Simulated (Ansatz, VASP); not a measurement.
# One calculation of TePb, two programs

File INCAR:

```
SYSTEM = TePb
PREC     = Accurate       ! precision mode
ENCUT    = 520            ! plane-wave cutoff, eV
EDIFF    = 1E-6           ! SCF threshold, eV
ISMEAR   = -1             ! smearing method
SIGMA    = 0.05           ! smearing width, eV
LREAL    = .False.        ! projectors in reciprocal space
LASPH    = .True.         ! aspherical terms in the spheres
NELM     = 80             ! most SCF steps
ALGO     = Normal         ! electronic algorithm
ISIF     = 2              ! what is computed and relaxed
LWAVE    = .False.        ! write WAVECAR
LCHARG   = .False.        ! write CHGCAR
GGA      = PE             ! functional
NBANDS   = 17             ! bands
```

The input KPOINTS:

```
Automatic mesh
0
Gamma
  7 7 7
  0 0 0
```

Contents of POSCAR:

```
TePb
1.0
    0.0000000000      3.2735180337      3.2735180337
    3.2735180337      0.0000000000      3.2735180337
    3.2735180337      3.2735180337      0.0000000000
Pb Te
1 1
Direct
    0.0000000000      0.0000000000      0.0000000000
    0.5000000000      0.5000000000      0.5000000000
```

The input input.yaml:

```yaml
crystal:
  lattice:
    - [0.0, 3.2735180337, 3.2735180337]
    - [3.2735180337, 0.0, 3.2735180337]
    - [3.2735180337, 3.2735180337, 0.0]
  atoms:
    - { symbol: Pb, position: [0.0, 0.0, 0.0] }
    - { symbol: Te, position: [0.5, 0.5, 0.5] }
hamiltonian:
  xc: pbe
  pseudopotentials: { kind: paw, azcp: { folder: soft_1 } }
kpoints:
  mp_grid: { grid: [7, 7, 7] }
scf:
  occupations: { method: fermi_dirac, width: 0.05 }
output:
  forces: true
  stress: true
  eigenvalues: true
```

Alike in both runs: task single point; functional PBE; k mesh 7 × 7 × 7; occupations fermi-dirac, width 0.05 eV; no spin polarisation.

|  | VASP | Ansatz |
| --- | --- | --- |
| version | VASP 6.6.1 | Ansatz 0.2.0 |
| potentials or method | VASP PAW PBE potentials, release 64 (Pb_d, Te) | Ansatz PAW soft_1 |
| plane-wave cutoff (eV) | 520 | 420 |
| valence electrons in the cell | 20 | 30 |

VASP gave:

```
gap on the k mesh at the Fermi level (eV) : 1.07
least direct gap on the mesh (eV)         : 1.07
pressure (GPa)                            : 0.3
```

Question: Which values does Ansatz return?

Answer: gap on the k mesh at the Fermi level (eV): 1.07; least direct gap on the mesh (eV): 1.07; pressure (GPa): 0.4.

The two sets of potentials don't hold the same shells in valence.

The runs have no spin-orbit coupling, so splittings on Pb, Te are missing.
